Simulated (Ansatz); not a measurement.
# SnTe: the cost of one run

Method: DFT PBE, scalar-relativistic, plane waves, PAW, in Ansatz 0.2.0.

## Step 1: Starting point

It takes space group P-6m2 (No. 187, hexagonal). The conventional cell has a = 3.916 Å, b = 3.916 Å, c = 3.819 Å, α = 90.00°, β = 90.00°, γ = 120.00°. Sn (site symmetry -6m2) is surrounded by 6 Te at 2.96 Å. Around Te (site symmetry -6m2) lie 6 Sn at 2.96 Å.

As a file:

```cif
data_structure
_symmetry_space_group_name_H-M 'P 1'
_symmetry_Int_Tables_number 1
_cell_length_a 3.9156
_cell_length_b 3.9156
_cell_length_c 3.8190
_cell_angle_alpha 90.000
_cell_angle_beta 90.000
_cell_angle_gamma 120.000
_cell_volume 50.71
loop_
_atom_site_label
_atom_site_type_symbol
_atom_site_fract_x
_atom_site_fract_y
_atom_site_fract_z
_atom_site_occupancy
Sn1 Sn 0.66667 0.33333 0.50000 1
Te1 Te 0.00000 0.00000 0.00000 1
```

A structure generator made this guess: species swapped into a database cell of WC (P-6m2, No. 187), with Te on the W sites and Sn on the C sites. Lengths come from tabulated atomic sizes and are only a guess.

## Step 2: Probe: one point on a coarse mesh

Contents of input.yaml:

```yaml
crystal:
  lattice:
    - [3.91556133, 0.0, 0.0]
    - [-1.95778066, 3.39097558, 0.0]
    - [0.0, 0.0, 3.81903725]
  atoms:
    - { symbol: Sn, position: [0.66666667, 0.33333333, 0.5] }
    - { symbol: Te, position: [0.0, 0.0, 0.0] }
basis:
  ecutwfc: 420
kpoints:
  mp_grid: { grid: [6, 6, 4] }
hamiltonian:
  xc: pbe
scf:
  occupations: { method: gaussian, width: 0.1 }
  lower_state_search: "off"
output:
  forces: true
  stress: true
  eigenvalues: true
```

Command:

```
ansatz run input.yaml --threads 1 --pin off --max-ram 2560MiB --backend cpu --events-out ev --progress --plain --runs-dir out
```

What time and memory should one allow on 1 thread of Arm Neoverse V1, shared host?

About 2.7 s, with a peak of 0.31 GiB.
